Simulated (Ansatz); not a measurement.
Task: the levels without and with spin-orbit coupling of SrO, space group P6_3/mmc, with the Ansatz DFT code, driven from Python. Give the script and its output. Use (first run): PBEsol, PAW, the default cutoff (420 eV here), 6×6×4 k-points, fixed occupations.

```
Sr O
1.0
     3.55329    0.00000    0.00000
    -1.77664    3.07724    0.00000
     0.00000    0.00000    6.21730
Sr O
2 2
Direct
  0.33333 0.66667 0.25000
  0.66667 0.33333 0.75000
  0.00000 0.00000 0.00000
  0.00000 0.00000 0.50000
```

`soc_sro.py`:
```python
# -*- coding: utf-8 -*-
"""Levels of SrO without and with spin-orbit coupling."""

import warnings

import ansatz as az

warnings.simplefilter("ignore", az.DeckWarning)

xtal = (
    az.Lattice.of((3.553288, 0.0, 0.0), (-1.776644, 3.077238, 0.0), (0.0, 0.0, 6.217304))
    .atom("Sr", (1 / 3, 2 / 3, 0.25))
    .atom("Sr", (2 / 3, 1 / 3, 0.75))
    .atom("O", (0.0, 0.0, 0.0))
    .atom("O", (0.0, 0.0, 0.5))
)

model = (
    xtal.calculation()
    .kpoints(mesh=(6, 6, 4))
    .occupations(az.OccupationsMethod.FIXED)
    .functional("PBEsol")
    .band_table()
)
for label, variant in (("scalar-relativistic", model), ("spin-orbit", model.spin(soc=True))):
    rep = variant.run(threads=1).report
    zero = rep["band_edges_ev"][0] if rep.get("band_edges_ev") else rep["fermi_energy_ev"]
    near = [round(e - zero, 3) for e in rep["eigenvalues_ev"][0] if abs(e - zero) < 4]
    print(label)
    print("  band edges (eV):", [round(e, 3) for e in rep.get("band_edges_ev") or []] or "none reported")
    print("  levels at k =", rep["kpoints_frac"][0], "within 4 eV of the zero:", near)
```

```console
$ python soc_sro.py
scalar-relativistic
  band edges (eV): [8.317, 11.251]
  levels at k = [0.0, 0.0, 0.0] within 4 eV of the zero: [-2.767, -1.024, -1.024, -0.785, -0.785, 0.0, 2.935]
spin-orbit
  band edges (eV): [8.317, 11.252]
  levels at k = [0.0, 0.0, 0.0] within 4 eV of the zero: [-2.767, -2.767, -1.04, -1.04, -1.01, -1.01, -0.797, -0.797, -0.776, -0.776, 0.0, 0.0, 2.935, 2.935]
```

Reading the output:
- The computed bands are complete only to about 5.8 eV above the Fermi level.
- This cell is a computed structure, which may not be the phase found in nature.
- Gaps and levels are Kohn-Sham values on a finite set of k-points.
- With spin-orbit coupling each level holds one electron and, with inversion or at time-reversal points, comes in pairs; a window in energy can cut a split set.
- The whole script took 10 s on 1 thread of Arm Neoverse V2, on a shared host, peak memory 0.48 GiB.
